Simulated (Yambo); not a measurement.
# PbF2 (Fluorocronite) (Fm-3m) in Yambo: a series of runs

One crystal, PbF2 (Fluorocronite), is run at these levels: PBEsol; tasks: optical spectrum.

Program: Yambo 5.3.0. These are calculated values, not measurements. Logs are shortened: lines on timing, memory, paths and dates and some standing lists are left out, and cuts for length are marked.

## Step 1: The structure

It takes space group Fm-3m (No. 225, cubic). The conventional cell has a = 5.927 Å, b = 5.927 Å, c = 5.927 Å, α = 90.00°, β = 90.00°, γ = 90.00°. Pb (site symmetry m-3m) has 8 F at 2.57 Å as nearest neighbours. F (site symmetry -43m) has 4 Pb at 2.57 Å as nearest neighbours.

## Step 2: Optical spectrum, PBEsol

The input, optics0.in:

```
optics
chi
Chimod= "IP"
% BndsRnXd
 1 | 34 |
%
% LongDrXd
 0 | 1 | 0 |
%
% QpntsRXd
 1 | 1 |
%
% EnRngeXd
 0 | 10 | eV
%
% DmRngeXd
 0.05 | 0.05 | eV
%
ETStpsXd= 200
```

The input, scf.in:

```
&CONTROL
  calculation = 'scf'
  prefix = 'pwscf'
  outdir = './tmp'
  pseudo_dir = './pseudo'
/
&SYSTEM
  ibrav = 0
  nat = 3
  ntyp = 2
  ecutwfc = 84
  nbnd = 21
  occupations = 'smearing'
  smearing = 'fd'
  degauss = 0.00367493
  force_symmorphic = .true.
/
&ELECTRONS
  conv_thr = 6d-10
  electron_maxstep = 120
  mixing_beta = 0.5
/
ATOMIC_SPECIES
Pb   207.2000 Pb.upf
F     18.9984 F.upf
CELL_PARAMETERS angstrom
   0.0000000000    2.9636600000    2.9636600000
   2.9636600000    0.0000000000    2.9636600000
   2.9636600000    2.9636600000    0.0000000000
ATOMIC_POSITIONS crystal
Pb     0.0000000000    0.0000000000    0.0000000000
F      0.7500000000    0.7500000000    0.7500000000
F      0.2500000000    0.2500000000    0.2500000000
K_POINTS automatic
10 10 10 0 0 0
```

The input, nscf.in:

```
&CONTROL
  calculation = 'nscf'
  prefix = 'pwscf'
  outdir = './tmp'
  pseudo_dir = './pseudo'
/
&SYSTEM
  ibrav = 0
  nat = 3
  ntyp = 2
  ecutwfc = 84
  nbnd = 34
  occupations = 'fixed'
  force_symmorphic = .true.
/
&ELECTRONS
  conv_thr = 1d-08
  diago_full_acc = .true.
  diago_thr_init = 1d-06
/
ATOMIC_SPECIES
Pb   207.2000 Pb.upf
F     18.9984 F.upf
CELL_PARAMETERS angstrom
   0.0000000000    2.9636600000    2.9636600000
   2.9636600000    0.0000000000    2.9636600000
   2.9636600000    2.9636600000    0.0000000000
ATOMIC_POSITIONS crystal
Pb     0.0000000000    0.0000000000    0.0000000000
F      0.7500000000    0.7500000000    0.7500000000
F      0.2500000000    0.2500000000    0.2500000000
K_POINTS automatic
10 10 10 0 0 0
```

Potentials or basis: PseudoDojo 0.4.1 SR PBEsol standard.

Launch:

```sh
> OMP_NUM_THREADS=1 pw.x -in scf.in > scf.out
> OMP_NUM_THREADS=1 pw.x -in nscf.in > nscf.out
> cd tmp/pwscf.save; p2y; mv SAVE ../..; cd ../..
> OMP_NUM_THREADS=1 yambo
> OMP_NUM_THREADS=1 yambo -F optics0.in -J optics0 -C optics0_out
```

Yambo's report:

```text
[... sections 02.01 to 02.04 as in the set-up run ...]

  [02.05] Energies & Occupations
  ==============================

  [X] === General ===
  [X] Electronic Temperature                        :  0.000000  0.000000 [eV K]
  [X] Bosonic    Temperature                        :  0.000000  0.000000 [eV K]
  [X] Finite Temperature mode                       : no
  [X] El. density                                   :  0.53783E+24 [cm-3]
  [X] Fermi Level                                   :  5.117602 [eV]

  [X] === Gaps and Widths ===
  [X] Conduction Band Min                           :  4.326831 [eV]
  [X] Valence Band Max                              :  0.000000 [eV]
  [X] Filled Bands                                  :  14
  [X] Empty Bands                                   :   15   34
  [X] Direct Gap                                    :  4.468837 [eV]
  [X] Direct Gap localized at k                     :  31
  [X] Indirect Gap                                  :  4.326831 [eV]
  [X] Indirect Gap between kpts                     :   46   31
  [X] Last valence band width                       :  1.961459 [eV]
  [X] 1st conduction band width                     :  2.366659 [eV]

 [03] Transferred momenta grid and indexing
 ==========================================

 IBZ Q-points                                      :   47
 BZ  Q-points                                      :  1000

 K/Q-points units:
 rlu = crystal or reduced units; cc = cartesian coordinates; iku = interal k-units

 Q [ 1]         [rlu]:  0.000000  0.000000  0.000000
 Q [ 2]         [rlu]: -0.28230E-17 -0.28230E-17  0.10000
 Q [ 3]         [rlu]:  0.67240E-17  0.67240E-17  0.20000
 Q [ 4]         [rlu]:  0.45014E-17  0.45014E-17  0.30000
 Q [ 5]         [rlu]: -0.22448E-17 -0.22448E-17  0.40000
 Q [ 6]         [rlu]: -0.67018E-17 -0.67018E-17 -0.50000
 Q [ 7]         [rlu]: -0.29012E-17  0.10000      0.10000
 Q [ 8]         [rlu]: -0.43308E-17  0.10000      0.20000
 Q [ 9]         [rlu]: -0.56459E-17  0.10000      0.30000
 Q [10]         [rlu]:  0.14857E-17  0.10000      0.40000
 Q [11]         [rlu]:  0.44009E-17  0.10000      0.50000
 Q [12]         [rlu]: -0.67018E-17  0.10000     -0.40000
 Q [13]         [rlu]:  0.52605E-17  0.10000     -0.30000
 Q [14]         [rlu]: -0.45014E-17  0.10000     -0.20000
 Q [15]         [rlu]: -0.67240E-17  0.10000     -0.10000
[... 30 lines left out ...]
 Q [46]         [rlu]:  0.200000  0.400000 -0.300000
 Q [47]         [rlu]:  0.200000 -0.500000 -0.300000

 [04] Dipoles
 ============

  [04.01] Setup: observables and procedures
  =========================================

  [WF-Oscillators/G space/Transverse up loader] Normalization (few states)  min/max  :  0.000000  1.000000

  [WR./optics0//ndb.dipoles]------------------------------------------------------
   Brillouin Zone Q/K grids (IBZ/BZ)                :    47  1000    47  1000
   RL vectors                                       :   5769 [WF]
   Fragmentation                                    : yes
   Electronic Temperature                           :  0.000000 [K]
   Bosonic    Temperature                           :  0.000000 [K]
   DIP band range                                   :    1   34
   DIP band range limits                            :  14  15
   DIP e/h energy range                             : -1.000000 -1.000000 [eV]
   RL vectors in the sum                            :   5769
   [r,Vnl] included                                 : yes
   Bands ordered                                    : yes
   Direct v evaluation                              : no
   Approach used                                    : G-space v
   Dipoles computed                                 : R V P [G-space]
   Wavefunctions                                    : Perdew, Burke & Ernzerhof SOL(X)+Perdew, Burke & Ernzerhof SOL(C)

  [WARNING] [r,Vnl^pseudo] included in position and velocity dipoles.

  [WARNING] In case H contains other non local terms, these are neglected

 [05] Optics
 ===========

 [X-CG] R(p) Tot o/o(of R):   10726  280000     100
```

Wall time 2.9 min (1 thread of AMD EPYC 7R43 (Zen 3), shared host); peak memory 0.27 GiB.

Results:

```yaml
Band_gap_on_the_k_mesh_mean-field_level: 4.33 eV, indirect (least direct gap 4.47 eV)
Absorption_peak: 7.69 eV
Electronic_dielectric_constant_along_the_field: 3.73
```

Dielectric function (along the field direction of the input):
| energy (eV) | real part | imaginary part |
| --- | --- | --- |
| 0.25 | 3.73 | 0.02 |
| 0.55 | 3.74 | 0.02 |
| 0.90 | 3.77 | 0.02 |
| 1.26 | 3.81 | 0.02 |
| 1.56 | 3.86 | 0.02 |
| 1.91 | 3.93 | 0.02 |
| 2.26 | 4.02 | 0.02 |
| 2.56 | 4.12 | 0.03 |
| 2.91 | 4.27 | 0.03 |
| 3.27 | 4.48 | 0.04 |
| 3.57 | 4.71 | 0.05 |
| 3.92 | 5.10 | 0.08 |
| 4.27 | 5.77 | 0.14 |
| 4.57 | 7.02 | 0.63 |
| 4.92 | 7.93 | 1.86 |
| 5.28 | 6.06 | 6.09 |
| 5.63 | 2.21 | 5.15 |
| 5.93 | 3.27 | 1.94 |
| 6.28 | 3.65 | 3.65 |
| 6.63 | 3.40 | 4.68 |
| 6.93 | 5.13 | 6.65 |
| 7.29 | 1.11 | 3.45 |
| 7.64 | 4.47 | 6.17 |
| 7.94 | 0.24 | 5.12 |
| 8.29 | -2.03 | 3.38 |
| 8.64 | 0.97 | 1.71 |
| 8.94 | 1.27 | 2.01 |
| 9.30 | 1.69 | 5.39 |
| 9.65 | -1.35 | 2.56 |
| 10.00 | -0.15 | 1.78 |

Caveat: independent-particle spectra lack excitons; spin-orbit coupling is left out, which as a rule narrows the gap of such compounds by several tenths of an eV.

## Step 3: Optical spectrum, PBEsol

The input, optics1.in:

```
optics
chi
Chimod= "HARTREE"
% BndsRnXd
 1 | 34 |
%
NGsBlkXd= 1 Ry
% LongDrXd
 0 | 1 | 0 |
%
% QpntsRXd
 1 | 1 |
%
% EnRngeXd
 0 | 20 | eV
%
% DmRngeXd
 0.2 | 0.2 | eV
%
ETStpsXd= 200
```

scf.in is that of step 2.

nscf.in is that of step 2.

Potentials or basis: PseudoDojo 0.4.1 SR PBEsol standard.

Launch:

```sh
> OMP_NUM_THREADS=1 pw.x -in scf.in > scf.out
> OMP_NUM_THREADS=1 pw.x -in nscf.in > nscf.out
> cd tmp/pwscf.save; p2y; mv SAVE ../..; cd ../..
> OMP_NUM_THREADS=1 yambo
> OMP_NUM_THREADS=1 yambo -F optics1.in -J optics1 -C optics1_out
```

Yambo's report:

```text
[... sections 02.01 to 02.04 as in the set-up run ...]

  [02.05] Energies & Occupations
  ==============================

  [X] === General ===
  [X] Electronic Temperature                        :  0.000000  0.000000 [eV K]
  [X] Bosonic    Temperature                        :  0.000000  0.000000 [eV K]
  [X] Finite Temperature mode                       : no
  [X] El. density                                   :  0.53783E+24 [cm-3]
  [X] Fermi Level                                   :  5.117602 [eV]

  [X] === Gaps and Widths ===
  [X] Conduction Band Min                           :  4.326831 [eV]
  [X] Valence Band Max                              :  0.000000 [eV]
  [X] Filled Bands                                  :  14
  [X] Empty Bands                                   :   15   34
  [X] Direct Gap                                    :  4.468837 [eV]
  [X] Direct Gap localized at k                     :  31
  [X] Indirect Gap                                  :  4.326831 [eV]
  [X] Indirect Gap between kpts                     :   46   31
  [X] Last valence band width                       :  1.961459 [eV]
  [X] 1st conduction band width                     :  2.366659 [eV]

 [03] Transferred momenta grid and indexing
 ==========================================

 IBZ Q-points                                      :   47
 BZ  Q-points                                      :  1000

 K/Q-points units:
 rlu = crystal or reduced units; cc = cartesian coordinates; iku = interal k-units

 Q [ 1]         [rlu]:  0.000000  0.000000  0.000000
 Q [ 2]         [rlu]: -0.28230E-17 -0.28230E-17  0.10000
 Q [ 3]         [rlu]:  0.67240E-17  0.67240E-17  0.20000
 Q [ 4]         [rlu]:  0.45014E-17  0.45014E-17  0.30000
 Q [ 5]         [rlu]: -0.22448E-17 -0.22448E-17  0.40000
 Q [ 6]         [rlu]: -0.67018E-17 -0.67018E-17 -0.50000
 Q [ 7]         [rlu]: -0.29012E-17  0.10000      0.10000
 Q [ 8]         [rlu]: -0.43308E-17  0.10000      0.20000
 Q [ 9]         [rlu]: -0.56459E-17  0.10000      0.30000
 Q [10]         [rlu]:  0.14857E-17  0.10000      0.40000
 Q [11]         [rlu]:  0.44009E-17  0.10000      0.50000
 Q [12]         [rlu]: -0.67018E-17  0.10000     -0.40000
 Q [13]         [rlu]:  0.52605E-17  0.10000     -0.30000
 Q [14]         [rlu]: -0.45014E-17  0.10000     -0.20000
 Q [15]         [rlu]: -0.67240E-17  0.10000     -0.10000
[... 30 lines left out ...]
 Q [46]         [rlu]:  0.200000  0.400000 -0.300000
 Q [47]         [rlu]:  0.200000 -0.500000 -0.300000

 [04] Dipoles
 ============

  [04.01] Setup: observables and procedures
  =========================================

  [WF-Oscillators/G space/Transverse up loader] Normalization (few states)  min/max  :  0.000000  1.000000

  [WR./optics1//ndb.dipoles]------------------------------------------------------
   Brillouin Zone Q/K grids (IBZ/BZ)                :    47  1000    47  1000
   RL vectors                                       :   5769 [WF]
   Fragmentation                                    : yes
   Electronic Temperature                           :  0.000000 [K]
   Bosonic    Temperature                           :  0.000000 [K]
   DIP band range                                   :    1   34
   DIP band range limits                            :  14  15
   DIP e/h energy range                             : -1.000000 -1.000000 [eV]
   RL vectors in the sum                            :   5769
   [r,Vnl] included                                 : yes
   Bands ordered                                    : yes
   Direct v evaluation                              : no
   Approach used                                    : G-space v
   Dipoles computed                                 : R V P [G-space]
   Wavefunctions                                    : Perdew, Burke & Ernzerhof SOL(X)+Perdew, Burke & Ernzerhof SOL(C)

  [WARNING] [r,Vnl^pseudo] included in position and velocity dipoles.

  [WARNING] In case H contains other non local terms, these are neglected

 [05] Optics
 ===========

 [X-CG] R(p) Tot o/o(of R):   10726  280000     100
```

o-optics1.eps_q1_inv_rpa_dyson:

```text
# Absorption @ Q(1):   0.00000000      1.00000000      0.00000000    [q->0 direction]
#
# [ X ] Hartree size                              :  15
# [GEN] GF Energies                               : Perdew, Burke & Ernzerhof SOL(X)+Perdew, Burke & Ernzerhof SOL(C)
# [GEN] Green`s Function                          : T-ordered
#
# [GEN] Gauge                                     : Length
# [GEN] [r,Vnl] included                          : yes
#
#    E[1] [eV]          Im(eps)            Re(eps)            Im(eps_o)          Re(eps_o)
#
        0.000000           0.052194           3.294722           0.068134           3.726976
        0.100503           0.052228           3.295100           0.068180           3.727470
        0.201005           0.052329           3.296236           0.068321           3.728956
        0.301508           0.052500           3.298132           0.068556           3.731438
        0.402010           0.052739           3.300795           0.068887           3.734923
        0.502513           0.053049           3.304231           0.069316           3.739423
[... 192 lines left out ...]
        19.89950           1.054682           0.443729           1.223040           0.253311
        20.00000           0.956507           0.439669           1.099397           0.302889
#
```

Wall time 3 min (1 thread of AMD EPYC 7R43 (Zen 3), shared host); peak memory 0.65 GiB.

What came out:

| Item | Value |
| --- | --- |
| Band gap on the k mesh, mean-field level | 4.33 eV, indirect (least direct gap 4.47 eV) |
| Absorption peak | 8.04 eV |
| Electronic dielectric constant along the field | 3.29 |
| Electronic dielectric constant along the field, independent particles | 3.73 |

Dielectric function (along the field direction of the input):
```
energy (eV)  real part  imaginary part
       0.30       3.30            0.05
       0.90       3.33            0.06
       1.61       3.40            0.06
       2.31       3.52            0.08
       3.02       3.73            0.10
       3.62       4.03            0.15
       4.32       4.70            0.36
       5.03       5.76            1.74
       5.73       3.63            3.11
       6.33       3.91            2.99
       7.04       2.98            4.34
       7.74       3.04            4.26
       8.44      -0.07            2.81
       9.05       1.37            2.57
       9.75      -0.50            2.54
      10.45      -0.11            1.50
      11.16       0.19            1.22
      11.76       0.38            0.79
      12.46       0.82            0.60
      13.17       1.01            0.85
      13.87       1.13            0.81
      14.47       0.67            1.02
      15.18       1.07            0.45
      15.88       1.57            0.72
      16.58       1.45            1.18
      17.19       1.24            1.19
      17.89       1.08            1.17
      18.59       1.03            1.23
      19.30       0.77            1.38
      20.00       0.44            0.96
```

Caveat: these spectra lack excitons; spin-orbit coupling is left out, which as a rule narrows the gap of such compounds by several tenths of an eV.

[end of part 1 of 2]
